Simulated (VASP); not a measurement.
## Si (strained diamond), PBE single-point calculation: Ansatz's output and VASP's

```
CELL_PARAMETERS angstrom
0.00000 2.74934 2.74934
2.74934 0.00000 2.74934
2.74934 2.74934 0.00000
ATOMIC_POSITIONS crystal
Si 0.00000 0.00000 0.00000
Si 0.25000 0.25000 0.25000
```

Ansatz printed

```
SCF 1 converged in 6 iterations: F = -1271.613803 eV  dr2 = 1.36e-11
  greatest PAW one-centre occupation: 0.632 electrons in one spin orbital (limit 2), on the Si atom at site 1 (counted from 0), in its partial waves of l = 0
NSCF: frozen V_eff on 7 k-points
SCF converged after 6 iterations
Free energy (F): -1271.613803 eV
Harris-Foulkes:  -1271.613803 eV  (|F-HF|=6.82e-13)
Internal energy: -1271.613803 eV  (E = F + TS)
E sigma→0 (E₀):  -1271.613803 eV
Fermi energy:    6.174571 eV
--- Per-component energies (eV) ---
  E_band       = 7.103505
  E_kinetic    = 79.654546
  E_local      = -57.118607  (includes V_loc(G=0)·N_el)
  E_nonlocal   = 51.552961
  E_hartree    = 15.377290
  E_xc         = -109.899016
  E_vxc        = -92.861050  (∫ρ·V_xc dr)
  E_paw        = -1025.474516  (= ΣΔE_a)
  E_vpaw       = -4.878921  (= ΣTr[D̂ρ^β])
  E_aug_tail   = 0.000013  (compensation charges beyond the density's cutoff)
  E_ewald      = -225.706474
  E_smearing   = -0.000000  (= −TS)
  E_closure    = -0.000000  (closes the sum)
  Σ components = -1271.613803   (vs F -1271.613803, Δ=0.00e0)
--- Forces (eV/Å), atoms counted from 1 ---
  atom   1  Si     0.00000000    -0.00000000    -0.00000000
  atom   2  Si    -0.00000000     0.00000000    -0.00000000
  max |Σ_I F_I| component: 2.78e-17 eV/Å
--- Stress (GPa, compression-positive) ---
       -1.332805       0.000000      -0.000000
        0.000000      -1.332805       0.000000
        0.000000      -0.000000      -1.332805
  P = ⅓ Tr σ = -1.3328 GPa (-13.328 kbar)
--- Band table (eV; the first three rows and the last of 29) ---
  k-point 0: bands = ["-5.8637", "5.8449", "5.8449", "5.8449", "8.3895", "8.3895", "8.3895", "8.7853"]
  k-point 1: bands = ["-5.6661", "4.2558", "5.5667", "5.5667", "8.2305", "8.7987", "8.7987", "10.2345"]
  k-point 2: bands = ["-5.0903", "1.9843", "5.1092", "5.1092", "7.7418", "9.3169", "9.3169", "12.4575"]
  k-point 28: bands = ["-1.7061", "-1.7061", "2.1495", "2.1495", "10.1152", "10.1152", "10.7126", "10.7126"]
```

Datasets and cutoffs are each program's own. VASP's cell holds 8 valence electrons and Ansatz's 8. Ansatz's stress includes a Pulay correction; VASP's doesn't.

What does VASP give for the same cell and level of theory?

gap between bands v and c 0.64 eV; least direct gap 2.55 eV; pressure -1.4 GPa.

From OUTCAR

```
k-points           NKPTS =     29   k-points in BZ     NKDIM =     29   number of bands    NBANDS=     11

   NELECT =       8.0000    total number of electrons

   dimension x,y,z NGX =    30 NGY =   30 NGZ =   30
   dimension x,y,z NGXF=    60 NGYF=   60 NGZF=   60

  energy-cutoff  :      520.00
  volume of cell :       41.56
      direct lattice vectors                 reciprocal lattice vectors
     0.000000000  2.749340085  2.749340085    -0.181861823  0.181861823  0.181861823
     2.749340085  0.000000000  2.749340085     0.181861823 -0.181861823  0.181861823
     2.749340085  2.749340085  0.000000000     0.181861823  0.181861823 -0.181861823

 k-points in reciprocal lattice and weights: KPOINTS created by Atomic Simulation Env
   0.00000000  0.00000000  0.00000000       0.002
   0.12500000  0.00000000  0.00000000       0.016
   0.25000000  0.00000000  0.00000000       0.016
   0.37500000  0.00000000  0.00000000       0.016
   0.50000000  0.00000000  0.00000000       0.008
   0.12500000  0.12500000  0.00000000       0.012
   0.25000000  0.12500000  0.00000000       0.047
   0.37500000  0.12500000  0.00000000       0.047
   ...

 E-fermi :   5.7872

 k-point     1 :       0.0000    0.0000    0.0000
  band No.  band energies     occupation
      1      -6.2490      2.00000
      2       5.4561      2.00000
      3       5.4561      2.00000
      4       5.4561      2.00000
      5       8.0051      0.00000
      6       8.0051      0.00000
      7       8.0051      0.00000
      8       8.4048      0.00000
      9      13.1556      0.00000
     10      13.1556      0.00000
     11      13.2703      0.00000

 k-point     2 :       0.1250    0.0000    0.0000
  band No.  band energies     occupation
      1      -6.0513      2.00000
      2       3.8687      2.00000
      3       5.1783      2.00000
      4       5.1783      2.00000
      5       7.8468      0.00000
      6       8.4141      0.00000
      7       8.4141      0.00000
      8       9.8514      0.00000
      9      12.6893      0.00000
     10      12.6893      0.00000
     11      14.0374      0.00000

 k-point     3 :       0.2500    0.0000    0.0000
  band No.  band energies     occupation
      1      -5.4756      2.00000
      2       1.5978      2.00000
      3       4.7214      2.00000
      4       4.7214      2.00000
      5       7.3578      0.00000
      6       8.9318      0.00000
      7       8.9318      0.00000
      8      12.0742      0.00000
      9      12.6359      0.00000
     10      12.6359      0.00000
     11      14.3350      0.00000

 k-point     4 :       0.3750    0.0000    0.0000
  band No.  band energies     occupation
      1      -4.6158      2.00000
      2      -0.3593      2.00000
      3       4.4017      2.00000
      4       4.4017      2.00000
      5       6.9932      0.00000
      6       8.9086      0.00000
      7       8.9086      0.00000
      8      13.2539      0.00000
      9      13.9614      0.00000
     10      13.9614      0.00000
     11      14.8324      0.00000

 k-point     5 :       0.5000    0.0000    0.0000
  band No.  band energies     occupation
      1      -4.0106      2.00000
      2      -1.3388      2.00000
      3       4.2919      2.00000
      4       4.2919      2.00000
      5       6.8651      0.00000
      6       8.8109      0.00000
      7       8.8109      0.00000
      8      13.1357      0.00000
      9      15.9087      0.00000
     10      15.9087      0.00000
     11      16.5040      0.00000

 k-point     6 :       0.1250    0.1250    0.0000
  band No.  band energies     occupation
      1      -5.9847      2.00000
      2       4.0871      2.00000
      3       4.6841      2.00000
      4       4.6841      2.00000
      5       7.4721      0.00000
      6       9.1013      0.00000
      7       9.1013      0.00000
      8       9.5313      0.00000
      9      11.9257      0.00000
     10      13.4505      0.00000
     11      14.3273      0.00000

 k-point     7 :       0.2500    0.1250    0.0000
  band No.  band energies     occupation
      1      -5.5312      2.00000
      2       2.2610      2.00000
      3       4.1886      2.00000
      4       4.2431      2.00000
      5       7.5965      0.00000
      6       9.0119      0.00000
      7       9.8504      0.00000
      8      10.1819      0.00000
      9      12.7080      0.00000
     10      13.6075      0.00000
     11      15.3172      0.00000

 k-point     8 :       0.3750    0.1250    0.0000
  band No.  band energies     occupation
      1      -4.7453      2.00000
      2       0.2688      2.00000
      3       3.6657      2.00000
      4       3.9260      2.00000
      5       7.6654      0.00000
      6       9.0092      0.00000
      7       9.8783      0.00000
      8      10.8729      0.00000
      9      14.6722      0.00000
     10      14.6854      0.00000
     11      15.1257      0.00000

 ...

  Total       -0.3658227     -0.3658227     -0.3658227     -0.0000000      0.0000000     -0.0000000
  in kB      -14.1015190    -14.1015190    -14.1015190     -0.0000000      0.0000000     -0.0000000
  external PRESSURE =     -14.1015190 kB  Pullay stress =       0.0000000 kB

 POSITION                                       TOTAL-FORCE (eV/Angst)
 -----------------------------------------------------------------------------------
      0.00000      0.00000      0.00000        -0.000000     -0.000000      0.000000
      1.37467      1.37467      1.37467         0.000000      0.000000     -0.000000
 -----------------------------------------------------------------------------------
    total drift:                               -0.000000     -0.000000     -0.000000

  FREE ENERGIE OF THE ION-ELECTRON SYSTEM (eV)
  ---------------------------------------------------
  free  energy   TOTEN  =       -10.8430982469 eV

  energy  without entropy=      -10.8430982464  energy(sigma->0) =      -10.84309825
```
